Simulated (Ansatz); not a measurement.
Input, command and steps of an Ansatz relaxation.

```yaml
crystal:
  lattice:
    - [-3.0114275623, 3.0114275623, 2.5816755509]
    - [3.0114275623, -3.0114275623, 2.5816755509]
    - [3.0114275623, 3.0114275623, -2.5816755509]
  atoms:
    - { symbol: Co, position: [0.25, 0.25, 0.0] }
    - { symbol: Co, position: [0.75, 0.75, 0.0] }
    - { symbol: Sn, position: [0.6654105132, 0.1654105132, 0.8308210263] }
    - { symbol: Sn, position: [0.1654105132, 0.3345894868, 0.5] }
    - { symbol: Sn, position: [0.3345894868, 0.8345894868, 0.1691789737] }
    - { symbol: Sn, position: [0.8345894868, 0.6654105132, 0.5] }
basis:
  ecutwfc: 420
kpoints:
  mp_grid: { grid: [8, 8, 8] }
hamiltonian:
  xc: pbesol
scf:
  occupations: { method: gaussian, width: 0.1 }
output:
  forces: true
  stress: true
  eigenvalues: true
relax:
  adjacent_minimum: "off"
  f_tol: 0.01
  max_steps: 30
  cell: { stress_tol: 0.1, fix: [volume] }
```

```bash
ansatz run input.yaml --threads 1 --pin off --max-ram 2560MiB --backend cpu --events-out ev --progress --plain --runs-dir out
```

Theory: DFT PBEsol, scalar-relativistic, plane waves, PAW in Ansatz 0.2.0.

The volume is held at 0.88 times that of the relaxed cell.

Of 4 frames 3 are shown, positions in Å and forces in eV/Å; the SCF threshold varies from step to step. Steps run on the plane waves of an earlier cell, with a Pulay correction in the pressure. The basis is chosen afresh for the last frame, the zero of the energies, and at times for earlier ones too; energy and pressure step there, also at an unchanged geometry. The mark taken_back stands on steps that the optimiser undid. Spin polarisation was left out; whether the Co atoms would carry moments isn't shown by this run.

```xyz
6
Lattice="-3.0114 3.0114 2.5817 3.0114 -3.0114 2.5817 3.0114 3.0114 -2.5817" Properties=species:S:1:pos:R:3:forces:R:3 pbc="T T T" step=1 free_energy_over_end_meV_per_atom=0.03 pressure_GPa=20.89
Co    0.0000    0.0000    1.2908    0.0000    0.0000    0.0000
Co    0.0000    0.0000    3.8725    0.0000    0.0000    0.0000
Sn    0.9962    4.0077    0.0000   -0.0245   -0.0245    0.0000
Sn    2.0152    0.9962    0.0000    0.0245   -0.0245    0.0000
Sn    2.0152   -0.9962    2.5817    0.0245    0.0245    0.0000
Sn    0.9962    2.0152    2.5817   -0.0245    0.0245    0.0000
6
Lattice="-3.0123 3.0123 2.5802 3.0123 -3.0123 2.5802 3.0123 3.0123 -2.5802" Properties=species:S:1:pos:R:3:forces:R:3 pbc="T T T" step=2 free_energy_over_end_meV_per_atom=0.08 pressure_GPa=20.84 taken_back
Co    0.0000    0.0000    1.2901    0.0000    0.0000    0.0000
Co    0.0000    0.0000    3.8703    0.0000    0.0000    0.0000
Sn    0.9922    4.0045    0.0000    0.0434    0.0434    0.0000
Sn    2.0200    0.9922    0.0000   -0.0434    0.0434    0.0000
Sn    2.0200   -0.9922    2.5802   -0.0434   -0.0434    0.0000
Sn    0.9922    2.0200    2.5802    0.0434   -0.0434    0.0000
6
Lattice="-3.0123 3.0123 2.5802 3.0123 -3.0123 2.5802 3.0123 3.0123 -2.5802" Properties=species:S:1:pos:R:3:forces:R:3 pbc="T T T" step=4 free_energy_over_end_meV_per_atom=0.00 pressure_GPa=20.87
Co    0.0000    0.0000    1.2901    0.0000    0.0000    0.0000
Co    0.0000    0.0000    3.8703    0.0000    0.0000    0.0000
Sn    0.9949    4.0072    0.0000   -0.0003   -0.0003    0.0000
Sn    2.0174    0.9949    0.0000    0.0003   -0.0003    0.0000
Sn    2.0174   -0.9949    2.5802    0.0003    0.0003    0.0000
Sn    0.9949    2.0174    2.5802   -0.0003    0.0003    0.0000
```

Time: 40 s on 1 thread of Intel(R) Xeon(R) 6975P-C (Granite Rapids) (shared host), peak memory 0.57 GiB.